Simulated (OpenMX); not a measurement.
Runs of OpenMX 3.8.5 on CdSe. The structure is cubic, space group F-43m (No. 216). Conventional cell: a = 6.141 Å, b = 6.141 Å, c = 6.141 Å, α = 90.00°, β = 90.00°, γ = 90.00°. Around Cd (site symmetry -43m) lie 4 Se at 2.66 Å. Se (site symmetry -43m) has 4 Cd at 2.66 Å as nearest neighbours. Measurements of this composition are mostly on another form, of space group No. 186.

```csv
task,potentials or basis,"grid points, held for all volumes",max SCF cycles,gap on the mesh (eV),pressure (GPa),V0 of scaled cells (Å³/atom),B0 (GPa)
equation of state,"OpenMX 2013 PBE set, Cd7.0-s3p2d1, Se7.0-s3p2d1, fixed grid of 48 × 48 × 48 points",48 × 48 × 48,-,-,-,(b),(a)
band structure,"OpenMX 2013 PBE set, Cd7.0-s3p2d1, Se7.0-s3p2d1, grid cutoff 500 Ry",-,100,0.63,2.1,-,-
band structure,"OpenMX 2013 PBE set, Cd7.0-s3p2d2f1, Se7.0-s3p2d2f1, grid cutoff 500 Ry",-,100,0.65,(c),-,-
equation of state,"OpenMX 2013 PBE set, Cd7.0-s3p2d2f1, Se7.0-s3p2d2f1, fixed grid of 48 × 48 × 48 points",48 × 48 × 48,-,-,-,29.72,44
```

Alike in all rows: level PBE; no spin polarisation; cell as given; k mesh 9 × 9 × 9; smearing fermi-dirac 0.05 eV.

Fill in the values left out.

(a) 45; (b) 30.17; (c) 1.3.

Caveats: the basis of atomic orbitals isn't converged, which shifts pressures, moduli and gaps; volumes in these bases differ from converged ones by about 1 %, for some elements by several (some runs).

A k mesh can miss the band edges, and the runs leave out spin-orbit coupling on Cd, Se.
